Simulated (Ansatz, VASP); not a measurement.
# Two plane-wave programs on GaN

```
Ga N
1.0
     0.00000    2.13524    2.13524
     2.13524    0.00000    2.13524
     2.13524    2.13524    0.00000
Ga N
1 1
Direct
  0.07025 0.92975 0.92975
  0.50000 0.50000 0.50000
```

Alike in both runs: task single point; functional LDA; k mesh 14 × 14 × 14; occupations gaussian, width 0.03 eV; no spin polarisation.

|  | VASP | Ansatz |
| --- | --- | --- |
| version | VASP 6.6.1 | Ansatz 0.2.0 |
| potentials or method | VASP PAW LDA potentials, release 64 (Ga_d, N) | scalar-relativistic, plane waves, PAW |
| plane-wave cutoff (eV) | 520 | 420 |
| valence electrons in the cell | 18 | 18 |

Ansatz gave:

* gap on the k mesh at the Fermi level (eV): 0.27
* least direct gap on the mesh (eV): 2.22
* pressure (GPa): -3.1
* largest component of the traceless stress (GPa): 25.76
* rms of the force components (eV/Å): 0.981

Question: What did VASP give for the same quantities?

Answer: gap on the k mesh at the Fermi level (eV): 0.28; least direct gap on the mesh (eV): 2.25; pressure (GPa): -1.9; largest component of the traceless stress (GPa): 26.21; rms of the force components (eV/Å): 1.024.

Atom by atom the forces differ by 0.044 eV/Å (rms over components).

Caveats: forces of over 1 eV/Å show positions far from the minimum, so gaps and moduli don't describe the material at rest. A k mesh can miss the band edges.
